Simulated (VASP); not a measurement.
# AlN (Fm-3m) in VASP: a series of runs, part 2 of 2

VASP 6.6.1. Earlier steps stand in the parts before.

**3. Relaxation of cell and atoms, LDA**

The input, INCAR:

```
SYSTEM = AlN
ALGO = Normal
EDIFF = 1E-7
EDIFFG = -0.005
ENCUT = 600
GGA = CA
IBRION = 2
ISIF = 3
ISMEAR = 0
LASPH = .TRUE.
LCHARG = .FALSE.
LREAL = .FALSE.
LWAVE = .FALSE.
NELM = 80
NSW = 90
PREC = Accurate
SIGMA = 0.02
```

The input, KPOINTS:

```
k-points
0
G
  10 10 10
  0 0 0
```

The input, POSCAR:

```
AlN
1.0
    0.0000000000      2.0345180000      2.0345180000
    2.0345180000      0.0000000000      2.0345180000
    2.0345180000      2.0345180000      0.0000000000
Al N
1 1
Direct
    0.5000000000      0.5000000000      0.5000000000
    0.0000000000      0.0000000000      0.0000000000
```

Potentials or basis: VASP PAW LDA potentials, release 64 (Al, N).

The run is started by

```console
> cat potpaw_LDA.64/Al/POTCAR potpaw_LDA.64/N/POTCAR > POTCAR
> mpirun -np 1 vasp_std > vasp.out
```

OUTCAR:

```text
SYSTEM = AlN
   EDIFF = 1E-7
   EDIFFG = -0.005
   ENCUT = 600
   GGA = CA
   IBRION = 2
   ISIF = 3
   ISMEAR = 0
   LASPH = .TRUE.
   LREAL = .FALSE.
   NELM = 80
   NSW = 90
   PREC = Accurate

 ion  position               nearest neighbor table
   1  0.500  0.500  0.500-   2 2.03   2 2.03   2 2.03   2 2.03   2 2.03   2 2.03
   2  0.000  0.000  0.000-   1 2.03   1 2.03   1 2.03   1 2.03   1 2.03   1 2.03

  LATTYP: Found a face centered cubic cell.
 ALAT       =     4.0690360000

  Lattice vectors:

 A1 = (   0.0000000000,   2.0345180000,   2.0345180000)
 A2 = (   2.0345180000,   0.0000000000,   2.0345180000)
 A3 = (   2.0345180000,   2.0345180000,   0.0000000000)

Analysis of symmetry for initial positions (statically):
=====================================================================
 Subroutine PRICEL returns:
 Original cell was already a primitive cell.

 Routine SETGRP: Setting up the symmetry group for a
 face centered cubic supercell.

 Subroutine GETGRP returns: Found 48 space group operations
 (whereof 48 operations were pure point group operations)
 out of a pool of 48 trial point group operations.

The static configuration has the point symmetry O_h .

Analysis of symmetry for dynamics (positions and initial velocities):
=====================================================================
 Subroutine PRICEL returns:
 Original cell was already a primitive cell.

 Routine SETGRP: Setting up the symmetry group for a
 face centered cubic supercell.

 Subroutine GETGRP returns: Found 48 space group operations
 (whereof 48 operations were pure point group operations)
 out of a pool of 48 trial point group operations.

The dynamic configuration has the point symmetry O_h .

 Subroutine INISYM returns: Found 48 space group operations
 (whereof 48 operations are pure point group operations),
 and found     1 'primitive' translations

----------------------------------------------------------------------------------------

                                     Primitive cell

  volume of cell :      16.8428

  direct lattice vectors                    reciprocal lattice vectors
     0.000000000  2.034518000  2.034518000    -0.245758455  0.245758455  0.245758455
[... 97 lines left out ...]
   NELECT =       8.0000    total number of electrons
   NUPDOWN=      -1.0000    fix difference up-down
   EMIN   =  10.00;   EMAX   =-10.00  energy-range for DOS
   EFERMI =   0.00;   METHOD = LEGACY
   ISMEAR =     0;   SIGMA  =   0.02  broadening in eV -4-tet -1-fermi 0-gaus
   EFERMI_NEDOS =   21; number of points for ismear=-14 and -15
   IALGO  =     38    algorithm
   IMIX   =      4    mixing-type and parameters
     AMIX     =   0.40;   BMIX     =  1.00
     AMIX_MAG =   1.60;   BMIX_MAG =  1.00
  volume/ion in A,a.u.               =       8.42        56.83
  Fermi-wavevector in a.u.,A,eV,Ry     =   1.277321  2.413786 22.198561  1.631548
  Thomas-Fermi vector in A             =   2.409927
   LORBIT       =      0    0 simple, 1 ext, 2 COOP (PROOUT), +10 PAW based schemes
   GGA     = CA    functional components
   LHFCALC =     F    Hartree Fock is set to
   AEXX    =    0.0000 exact exchange contribution
   IVDW    =     0    specifies the selected vdW correction
   LEPSILON=     F    determine dielectric tensor
   LRPA    =     F    only Hartree local field effects (RPA)
 conjugate gradient relaxation of ions
 non-spin polarized calculation
 Gauss-broadening in eV      SIGMA  =   0.02
  energy-cutoff  :      600.00
  volume of cell :       16.84
 maximum number of plane-waves:       588
   NGX = 11   NGY = 11   NGZ = 11

--------------------------------------- Ionic step        1  -------------------------------------------

 number of electron       8.0000000 magnetization

 Free energy of the ion-electron system (eV)
  ---------------------------------------------------
  ext. energy  EPLUGINS =         0.00000000
  ---------------------------------------------------
  free energy    TOTEN  =       -16.20919632 eV

  energy without entropy =      -16.20919632  energy(sigma->0) =      -16.20919632

 E-fermi :   9.5818     XC(G=0): -12.4848

 val. band max:        9.4648668824   @ k =   0.0000   0.0000   0.0000
 cond. band min:      13.7446430417   @ k =   0.5000   0.5000   0.0000
 fundamental gap:      4.2797761593
 Fermi energy:         9.5817801443

 k-point     1 :       0.0000    0.0000    0.0000
  band No.  band energies     occupation
      1      -7.7711      2.00000
      2       9.4649      2.00000
      3       9.4649      2.00000
      4       9.4649      2.00000
      5      14.9636      0.00000
      6      21.4290      0.00000
      7      21.4290      0.00000
      8      21.4290      0.00000
[... 324 lines left out ...]
--------------------------------------- Ionic step        3  -------------------------------------------

 number of electron       8.0000000 magnetization

 Free energy of the ion-electron system (eV)
  ---------------------------------------------------
  ext. energy  EPLUGINS =         0.00000000
  ---------------------------------------------------
  free energy    TOTEN  =       -16.23244462 eV

  energy without entropy =      -16.23244462  energy(sigma->0) =      -16.23244462

 E-fermi :  10.1333     XC(G=0): -12.6773

 val. band max:        9.9997961067   @ k =   0.0000   0.0000   0.0000
 cond. band min:      14.6737270452   @ k =   0.5000   0.5000   0.0000
 fundamental gap:      4.6739309386
 Fermi energy:        10.1332725730

 k-point     1 :       0.0000    0.0000    0.0000
  band No.  band energies     occupation
      1      -7.6111      2.00000
      2       9.9998      2.00000
      3       9.9998      2.00000
      4       9.9998      2.00000
      5      16.0937      0.00000
      6      22.0908      0.00000
      7      22.0908      0.00000
      8      22.0908      0.00000
[... 282 lines left out ...]
  FREE ENERGIE OF THE ION-ELECTRON SYSTEM (eV)
  ---------------------------------------------------
  free  energy   TOTEN  =       -16.2324446248 eV

  energy  without entropy=      -16.2324446248  energy(sigma->0) =      -16.23244462

 reached required accuracy - stopping structural energy minimisation
```

OSZICAR:

```text
N       E                     dE             d eps       ncg     rms          rms(c)
DAV:   1     0.106540139526E+02    0.10654E+02   -0.44239E+03   752   0.101E+03
DAV:   2    -0.177140904511E+02   -0.28368E+02   -0.26932E+02  1080   0.120E+02
DAV:   3    -0.180612728450E+02   -0.34718E+00   -0.34718E+00   864   0.175E+01
DAV:   4    -0.180618166539E+02   -0.54381E-03   -0.54381E-03  1104   0.744E-01
[... 21 lines left out ...]
DAV:   3    -0.162327653409E+02    0.72849E-03   -0.23437E-03   928   0.497E-01    0.110E-01
DAV:   4    -0.162324663154E+02    0.29903E-03   -0.11096E-04   752   0.906E-02    0.390E-02
DAV:   5    -0.162324447669E+02    0.21549E-04   -0.14531E-05   872   0.318E-02    0.207E-02
DAV:   6    -0.162324446417E+02    0.12514E-06   -0.57113E-08   816   0.272E-03    0.165E-03
DAV:   7    -0.162324446248E+02    0.16914E-07   -0.16139E-07   384   0.279E-03
   3 F= -.16232445E+02 E0= -.16232445E+02  d E =-.232483E-01
```

It took 4.9 s on 1 thread of Intel Xeon 6975P-C (Granite Rapids), shared host; peak memory 0.13 GiB.

Results:

```yaml
Free_energy: -16.2324 eV
Relaxed_volume: 8.08 Å³/atom
Relaxed_cell: a = 2.838 Å, b = 2.838 Å, c = 2.838 Å, α = 60.00°, β = 60.00°, γ = 60.00°
Space_group_after_relaxing_to_0.05_Å: Fm-3m (No. 225)
Energy_gained_by_relaxing: 11.6 meV/atom
Ionic_steps: 3
Pressure_after_relaxing: -0.1 GPa
Band_gap_on_the_k_mesh: 4.67 eV, indirect (least direct gap 6.09 eV)
```

The path:
```tsv
step	energy change (eV)	largest force (eV/Å)	pressure (GPa)	volume (Å³)
1	0.0000	0.0000	-10.55	16.84
2	-0.0003	0.0000	11.99	15.53
3	-0.0232	0.0000	-0.08	16.16
```

Final structure:
```
Al N
1.0
     0.00000    2.00685    2.00685
     2.00685    0.00000    2.00685
     2.00685    2.00685    0.00000
Al N
1 1
Direct
  0.50000 0.50000 0.50000
  0.00000 0.00000 0.00000
```

Levels at points of the mesh, in eV from the valence-band top:
```
           k point  band 1  band 2  band 3  band 4  band 5  band 6  band 7  band 8
(0.00, 0.00, 0.00)  -17.61    0.00    0.00    0.00    6.09   12.09   12.09   12.09
(0.50, 0.00, 0.00)  -14.18   -8.49   -1.12   -1.12    6.27   10.98   10.98   13.45
(0.50, 0.50, 0.00)  -13.14   -7.56   -2.87   -2.87    4.67    5.16   14.16   17.33
```

A k mesh can miss the band edges. As with any semilocal functional, this LDA gap is likely too small.
